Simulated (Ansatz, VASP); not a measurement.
# BP: VASP beside Ansatz, part 2 of 2

One calculation is typed for both programs; each brings its own data sets. How far apart do they land? The structure shown is the end of the Ansatz relaxation below.

VASP 6.6.1 and Ansatz 0.2.0.

So far. Step 3 (VASP: single point, PBEsol, pair 1): The run ends at a pressure of 0.12 GPa.

## 6. VASP: single point, PBEsol, pair 2 (continued)

Level of this step: PBEsol; plane waves and PAW (P, B) (VASP).

Numbers of over 12 decimals in the logs are rounded to 6 here.

OUTCAR, selected parts (step 6):

```text
  Total        0.0327493      0.0327493      1.8167620      0.0000000      0.0000000      0.0000000
  in kB        1.1501672      1.1501672     63.8053399      0.0000000      0.0000000      0.0000000
  external PRESSURE =      22.0352248 kB  Pullay stress =       0.0000000 kB

 POSITION                                       TOTAL-FORCE (eV/Angst)
 -----------------------------------------------------------------------------------
      1.60460      0.00000      3.32217         0.000000     -0.000000      0.000000
      0.00000      1.60460      1.10739         0.000000     -0.000000      0.000000
      0.00000      0.00000      0.00000         0.000000     -0.000000      0.000000
      1.60460      1.60460      2.21478        -0.000000      0.000000     -0.000000
 -----------------------------------------------------------------------------------
    total drift:                               -0.000000      0.000000     -0.000000

  FREE ENERGIE OF THE ION-ELECTRON SYSTEM (eV)
  ---------------------------------------------------
  free  energy   TOTEN  =       -27.3278341116 eV

  energy  without entropy=      -27.3278341115  energy(sigma->0) =      -27.32783411

[... 1 part as in an earlier step ...]

[... 2 further parts left out ...]
[key lines of the parts left out:]
E-fermi :   8.2117
```

The run ends at a pressure of 2.20 GPa.

## 7. Side by side

The two programs side by side:

| quantity | Ansatz | VASP | difference |
| --- | --- | --- | --- |
| pressure (GPa) | 2.09 | 2.20 | -0.11 |
| gap on the k mesh (eV) | 0.731 | 0.726 | +0.005 |

A gap on the mesh is an upper bound, since the band edges may lie between its points.

## 8. Ansatz: relaxation, PBEsol

This run makes the geometry at which the two programs are then compared. The cell compared in this pair holds 46.77 Å³, against 45.62 Å³ for the pair before.

The structure compared here is the end of the Ansatz relaxation.

input.yaml reads:

```yaml
crystal:
  lattice:
    - [3.18011353, 0.0, 0.0]
    - [0.0, 3.18011353, 0.0]
    - [0.0, 0.0, 4.61035818]
  atoms:
    - { symbol: P, position: [0.5, 0.0, 0.75] }
    - { symbol: P, position: [0.0, 0.5, 0.25] }
    - { symbol: B, position: [0.0, 0.0, 0.0] }
    - { symbol: B, position: [0.5, 0.5, 0.5] }
kpoints:
  mp_grid: { grid: [9, 9, 6] }
scf:
  occupations: { method: fermi_dirac, width: 0.02 }
hamiltonian:
  xc: pbesol
  pseudopotentials: { kind: paw, azcp: { folder: soft_1 }, xc_functional: pbe }
basis:
  ecutwfc: 600
output:
  forces: true
  stress: true
  write_density: true
  write_potential: true
  elf: true
  volumetric_format: npy
relax:
  f_tol: 0.005
  max_steps: 70
  cell: { stress_tol: 0.02, p_target: 0, fix: [c, alpha, beta, gamma] }
```

Started as:

```console
$ ansatz run input.yaml --threads 4 --pin off --max-ram 10240MiB --backend cpu --events-out ev --progress --plain --runs-dir out
```

What it wrote:

```text
[...]
Crystal: 4 atoms, lattice volume = 46.625 Å³
Basis set: ecut = 600 eV, 1539 PW (Γ), exchange–correlation on 54×54×80 points (8 copies of the dense FFT grid, shifted against one another)
Bands: 12, of which v1, the nominal top of the filled ones, is band 8 counted from 1 (7 counted from 0)
Symmetry: 16 space group operations
[...]
k-points: 60 of 486 (time reversal used)
[...]
--- Relaxed structure (3 steps of the walk, 3 accepted, 1 SCFs on fresh bases) ---
[...]
cell:  # Å, volume = 46.7678 Å³
    - [3.184976, 0, 0]
    - [0, 3.184976, 0.0]
    - [0, 0.0, 4.61035818]
  atoms:
    - { symbol: P, position: [0.5, 0, 0.750000] }
    - { symbol: P, position: [0, 0.5, 0.250000] }
    - { symbol: B, position: [0, 0, 0] }
    - { symbol: B, position: [0.5, 0.5, 0.500000] }
[key lines of the parts left out:]
SCF converged after 5 iterations
Free energy (F): -1787.163302 eV
Fermi energy:    9.752624 eV
P = ⅓ Tr σ = -2.1154 GPa (-21.154 kbar)
```

## 9. VASP: single point, PBEsol, pair 3

The same cell, functional, mesh and smearing now go to VASP, with its own data sets.

INCAR reads:

```
SYSTEM = BP
PREC = Accurate
ENCUT = 500
EDIFF = 1E-06
NELM = 120
ISMEAR = -1
SIGMA = 0.02
LREAL = .FALSE.
ALGO = Normal
GGA = PS
NBANDS = 14
LORBIT = 11
LWAVE = .FALSE.
LCHARG = .FALSE.
ISIF = 2
LASPH = .TRUE.
GGA_COMPAT = .FALSE.
EFERMI = MIDGAP
```

POSCAR reads:

```
BP
1.0
    3.1849761606      0.0000000000      0.0000000000
    0.0000000000      3.1849761606      0.0000000000
    0.0000000000      0.0000000000      4.6103581800
P B
2 2
Direct
    0.5000000000      0.0000000000      0.7500000000
    0.0000000000      0.5000000000      0.2500000000
    0.0000000000      0.0000000000      0.0000000000
    0.5000000000      0.5000000000      0.5000000000
```

KPOINTS reads:

```
Automatic mesh
0
Gamma
9 9 6
0 0 0
```

PAW data sets: P and B (PBE family, release 64).

Started as:

```console
$ mpirun -np 1 vasp_std
```

What it wrote:

```text
[... set-up lines as in an earlier step ...]
 entering main loop
       N       E                     dE             d eps       ncg     rms          rms(c)
DAV:   1     0.315863156270E+02    0.31586E+02   -0.70093E+03  1680   0.997E+02
DAV:   2    -0.263653366692E+02   -0.57952E+02   -0.52877E+02  2382   0.161E+02
DAV:   3    -0.287205298507E+02   -0.23552E+01   -0.23384E+01  2250   0.309E+01
DAV:   4    -0.287402414697E+02   -0.19712E-01   -0.19702E-01  2028   0.345E+00
[...]
DAV:  10    -0.273291216447E+02   -0.10417E-03   -0.15605E-04  1998   0.847E-02    0.330E-02
DAV:  11    -0.273291376631E+02   -0.16018E-04   -0.19701E-05  2154   0.299E-02    0.294E-02
DAV:  12    -0.273291379983E+02   -0.33516E-06   -0.44313E-06  2016   0.123E-02
   1 F= -.27329138E+02 E0= -.27329138E+02  d E =-.347469E-12
```

Parts of OUTCAR (step 9):

```text
  Total        0.0325610      0.0325610     -1.8182429      0.0000000      0.0000000      0.0000000
  in kB        1.1154783      1.1154783    -62.2895868      0.0000000      0.0000000      0.0000000
  external PRESSURE =     -20.0195434 kB  Pullay stress =       0.0000000 kB

 POSITION                                       TOTAL-FORCE (eV/Angst)
 -----------------------------------------------------------------------------------
      1.59249      0.00000      3.45777        -0.000000      0.000000      0.000000
      0.00000      1.59249      1.15259        -0.000000      0.000000      0.000000
      0.00000      0.00000      0.00000        -0.000000     -0.000000      0.000000
      1.59249      1.59249      2.30518         0.000000     -0.000000     -0.000000
 -----------------------------------------------------------------------------------
    total drift:                               -0.000000      0.000000     -0.000000

  FREE ENERGIE OF THE ION-ELECTRON SYSTEM (eV)
  ---------------------------------------------------
  free  energy   TOTEN  =       -27.3291379983 eV

  energy  without entropy=      -27.3291379983  energy(sigma->0) =      -27.32913800

[... 1 part as in an earlier step ...]

[... 2 further parts left out ...]
[key lines of the parts left out:]
E-fermi :   7.9611
```

The run ends at a pressure of -2.00 GPa.

## 10. Side by side

The two programs side by side:

```csv
quantity,Ansatz,VASP,difference
pressure (GPa),-2.12,-2.00,-0.11
gap on the k mesh (eV),0.977,0.973,+0.004
```

A gap on the mesh is an upper bound, since the band edges may lie between its points.

## 11. Results

* difference in gap on the k mesh (single point, PBEsol, pair 1): 0.0036 eV
* difference in gap on the k mesh (single point, PBEsol, pair 2): 0.0047 eV
* difference in gap on the k mesh (single point, PBEsol, pair 3): 0.0036 eV

What this shows: The difference in gap on the k mesh is 0.0047 eV (single point, PBEsol, pair 2), within the 0.08 eV picked in this series as the mark of a large difference. 4 further runs of this series are not shown here. How closely two codes agree says nothing of how well the functional describes the real material.

[Lines on the potential files, build, host, timing and source positions are cut from VASP's logs without a mark.]

[Logs are printed without paths, hosts, clocks, repeated set-up lines and the standing remarks that a program may print on its own settings, such as how far it seeks lower states.]

[Hosts, paths, dates, database ids (printed as entryN), source tags and the programs' standing remarks are cut or masked in the printed files.]
